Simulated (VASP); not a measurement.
Crystal: Mg3Sb2.

```
Sb Mg
1.0
     4.58200    0.00000    0.00000
    -2.29100    3.96813    0.00000
     0.00000    0.00000    7.24400
Sb Mg
2 3
Direct
  0.66667 0.33333 0.76500
  0.33333 0.66667 0.23500
  0.00000 0.00000 0.00000
  0.66667 0.33333 0.37000
  0.33333 0.66667 0.63000
```

Base run:

* Program: VASP 6.6.1
* Functional: MS2
* Potentials or basis: VASP PAW PBE potentials, release 64 (Sb, Mg)
* Cutoff: 520 eV
* k mesh: 7 × 7 × 4
* Occupations: fermi-dirac, width 0.05 eV
* Spin: no spin polarisation

Its results: band gap on the k mesh 0.52 eV, indirect (least direct gap 1.57 eV); pressure -0.3 GPa; largest force 0.461 eV/Å.

The run is repeated on the same cell with these changes: functional from MS2 to TPSS; further incar settings from ALGO = Normal; EDIFF = 1e-06 to ALGO = Normal; EDIFF = 1e-07; NBANDS = 16. What comes out?

Band gap on the k mesh 0.52 eV, indirect (least direct gap 1.40 eV); pressure 0.7 GPa; largest force 0.487 eV/Å.

Caveats: the PAW data sets were made with another functional, which shifts forces and pressure a little; spin-orbit coupling is left out, which moves the levels of the heavy elements; the mesh misses the band edges, which the band path finds closer together.
